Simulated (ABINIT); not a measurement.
# Ta (Im-3m) in ABINIT: a series of runs, part 2 of 2

ABINIT 10.8.3 (patched build). Earlier steps stand in the parts before.

**3. Equation of state, BLYP**

Input file run.abi:

```
ndtset 7
getwfk -1
scalecart1 3*0.9795861087
scalecart2 3*0.9864848297
scalecart3 3*0.9932883884
scalecart4 3*1.0000000000
scalecart5 3*1.0066227096
scalecart6 3*1.0131594038
scalecart7 3*1.0196128224

pp_dirpath "./"
pseudos "Ta.GGA_PBE-JTH.xml"

acell 5.4048073095 5.4048073095 5.4048073095
rprim
    -0.5773502692     0.5773502692     0.5773502692
     0.5773502692    -0.5773502692     0.5773502692
     0.5773502692     0.5773502692    -0.5773502692
ntypat 1
znucl 73
natom 1
typat 1
xred
     0.0000000000     0.0000000000     0.0000000000

ecut 19.0
pawecutdg 38.0

kptopt 1
ngkpt 11 11 11
nshiftk 1
shiftk 0.0 0.0 0.0

ixc -106131

nband 11
occopt 3
tsmear 0.05 eV

nstep 100
tolvrs 1.0e-9

iomode 3
prtwf 1
prtden 0
prteig 0
prtebands 0
```

Potentials or basis: JTH PAW PBE v2.0.

Started as:

```bash
$ abinit run.abi > log 2>&1
```

run.abo:

```text
.Version 10.8.3 of ABINIT
 DATASET    1 : space group Im -3 m (#229); Bravais cI (body-center cubic)
================================================================================
 Values of the parameters that define the memory need for DATASET  1.
     intxc =       0    ionmov =       0      iscf =      17    lmnmax =      18
     lnmax =       6     mgfft =      24  mpssoang =       3    mqgrid =    3001
     natom =       1  nloc_mem =       2    nspden =       1   nspinor =       1
    nsppol =       1      nsym =      48    n1xccc =       1    ntypat =       1
    occopt =       3   xclevel =       2
       mpw =         470          nfft =       13824          nkpt =          56
 PAW method is used; the additional fine FFT grid is defined by:
   mgfftf=        30    nfftf =     27000
================================================================================
================================================================================
[... 71 lines left out ...]
 DATASET    7 : space group Im -3 m (#229); Bravais cI (body-center cubic)
================================================================================
 Values of the parameters that define the memory need for DATASET  7.
     intxc =       0    ionmov =       0      iscf =      17    lmnmax =      18
     lnmax =       6     mgfft =      24  mpssoang =       3    mqgrid =    3001
     natom =       1  nloc_mem =       2    nspden =       1   nspinor =       1
    nsppol =       1      nsym =      48    n1xccc =       1    ntypat =       1
    occopt =       3   xclevel =       2
       mpw =         525          nfft =       13824          nkpt =          56
 PAW method is used; the additional fine FFT grid is defined by:
[... 1330 lines left out ...]

 -outvars: echo values of variables after computation  --------
            acell      5.4048073095E+00  5.4048073095E+00  5.4048073095E+00 Bohr
           etotal1    -5.8890403320E+01
           etotal2    -5.8892181911E+01
           etotal3    -5.8893528050E+01
           etotal4    -5.8894465925E+01
           etotal5    -5.8895040820E+01
           etotal6    -5.8895285970E+01
           etotal7    -5.8895227853E+01
            fcart1    -0.0000000000E+00 -0.0000000000E+00 -0.0000000000E+00
            fcart2    -0.0000000000E+00 -0.0000000000E+00 -0.0000000000E+00
            fcart3    -0.0000000000E+00 -0.0000000000E+00 -0.0000000000E+00
            fcart4    -0.0000000000E+00 -0.0000000000E+00 -0.0000000000E+00
            fcart5    -0.0000000000E+00 -0.0000000000E+00 -0.0000000000E+00
            fcart6    -0.0000000000E+00 -0.0000000000E+00 -0.0000000000E+00
            fcart7    -0.0000000000E+00 -0.0000000000E+00 -0.0000000000E+00
            rprim1    -5.6556430356E-01  5.6556430356E-01  5.6556430356E-01
                       5.6556430356E-01 -5.6556430356E-01  5.6556430356E-01
                       5.6556430356E-01  5.6556430356E-01 -5.6556430356E-01
[... 17 lines left out ...]
                       5.8867373749E-01  5.8867373749E-01 -5.8867373749E-01
           strten1    -8.2143873080E-04 -8.2143873080E-04 -8.2143873080E-04
                       0.0000000000E+00  0.0000000000E+00  0.0000000000E+00
           strten2    -6.3152851145E-04 -6.3152851145E-04 -6.3152851145E-04
                       0.0000000000E+00  0.0000000000E+00  0.0000000000E+00
           strten3    -4.5909948178E-04 -4.5909948178E-04 -4.5909948178E-04
                       0.0000000000E+00  0.0000000000E+00  0.0000000000E+00
           strten4    -3.0023059157E-04 -3.0023059157E-04 -3.0023059157E-04
                       0.0000000000E+00  0.0000000000E+00  0.0000000000E+00
           strten5    -1.5885808254E-04 -1.5885808254E-04 -1.5885808254E-04
                       0.0000000000E+00  0.0000000000E+00  0.0000000000E+00
           strten6    -3.0035138496E-05 -3.0035138496E-05 -3.0035138496E-05
                       0.0000000000E+00  0.0000000000E+00  0.0000000000E+00
           strten7     8.8050513993E-05  8.8050513993E-05  8.8050513993E-05
                       0.0000000000E+00  0.0000000000E+00  0.0000000000E+00
 Calculation completed.
```

It took 48 s on 1 thread of Arm Neoverse V2, shared host; peak memory 0.13 GiB.

Results:

```
Equilibrium volume                      : 18.84 Å³/atom
Bulk modulus                            : 186 GPa
Pressure derivative of the bulk modulus : 3.9
```

Energy against volume, from the lowest point:
| volume (Å³/atom) | energy (meV/atom) |
| --- | --- |
| 16.930 | 132.86 |
| 17.290 | 84.47 |
| 17.650 | 47.84 |
| 18.010 | 22.31 |
| 18.371 | 6.67 |
| 18.731 | 0.00 |
| 19.091 | 1.58 |

Caveat: pressures at fixed basis lie under the slope of the energies; the PAW data sets were made with another functional, which shifts forces and pressure a little. The run has no spin-orbit coupling, so splittings on Ta are missing.

**4. Comparison with measurements**

Step 3. Measured bulk modulus of Ta: 194 GPa (quoted in “Pressure effects on the electronic structure and superconductivity of (TaNb)0.67(HfZrTi)0.33 high entropy alloy”, 2019, arxiv:1910.08312). This calculation gives 186 GPa (-4.1 %). The fit is for a static lattice scaled at fixed shape and fixed fractional positions.
